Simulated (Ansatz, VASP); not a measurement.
HfO2 in VASP and in Ansatz

File INCAR:

```
ALGO = Normal
EDIFF = 1E-7
ENCUT = 520
GGA = PS
ISIF = 2
ISMEAR = -1
LASPH = T
LCHARG = F
LREAL = F
LWAVE = F
NBANDS = 18
NELM = 60
PREC = Accurate
SIGMA = 0.05
```

KPOINTS

```
k-points
0
Gamma
  9 9 9
```

The input POSCAR:

```
HfO2
1.0
    0.0000000000      2.5575000000      2.5575000000
    2.5575000000      0.0000000000      2.5575000000
    2.5575000000      2.5575000000      0.0000000000
Hf O
1 2
Direct
    0.0000000000      0.0000000000      0.0000000000
    0.7500000000      0.7500000000      0.7500000000
    0.2500000000      0.2500000000      0.2500000000
```

File input.yaml:

```yaml
crystal:
  lattice:
    - [0.0, 2.5575, 2.5575]
    - [2.5575, 0.0, 2.5575]
    - [2.5575, 2.5575, 0.0]
  atoms:
    - { symbol: Hf, position: [0.0, 0.0, 0.0] }
    - { symbol: O, position: [0.75, 0.75, 0.75] }
    - { symbol: O, position: [0.25, 0.25, 0.25] }
kpoints:
  mp_grid: { grid: [9, 9, 9] }
  band_path:
    path:
      - [0.0, 0.0, 0.0]
      - [0.5, 0.0, 0.5]
      - [0.5, 0.25, 0.75]
      - [0.375, 0.375, 0.75]
      - [0.0, 0.0, 0.0]
      - [0.5, 0.5, 0.5]
      - [0.625, 0.25, 0.625]
      - [0.5, 0.25, 0.75]
    npoints: 6
scf:
  occupations: { method: fermi_dirac, width: 0.05 }
hamiltonian:
  xc: pbesol
  pseudopotentials: { kind: all_electron, lapw: { basis_error: 0.002 } }
output:
  forces: true
  stress: true
  eigenvalues: true
```

Alike in both runs: functional PBEsol; k mesh 9 × 9 × 9; occupations fermi-dirac, width 0.05 eV; no spin polarisation.

|  | VASP | Ansatz |
| --- | --- | --- |
| version | VASP 6.6.1 | Ansatz 0.2.0 |
| potentials or method | VASP PAW PBE potentials, release 64 (Hf_pv, O) | all-electron LAPW, scalar-relativistic |
| plane-wave cutoff (eV) | 520 | see its input |
| task | single point | band structure |

```csv
,VASP,Ansatz,Ansatz less VASP
gap on the k mesh at the Fermi level (eV),3.71,3.69,-0.017
least direct gap on the mesh (eV),3.83,3.81,-0.016
pressure (GPa),-13.6,-10.2,+3.37
```

Ansatz ran all-electron here, so the differences hold the error of VASP's frozen core and of both bases.

Caveats: spin-orbit coupling is left out, which moves the levels of the heavy elements; the PAW data sets were made with another functional, which shifts forces and pressure a little (VASP); an odd mesh through Γ misses points on the zone boundary, where band edges often lie (VASP); the mesh misses the band edges, which the band path finds closer together (Ansatz). PBEsol gaps usually lie below the measured ones, often by a third to a half.
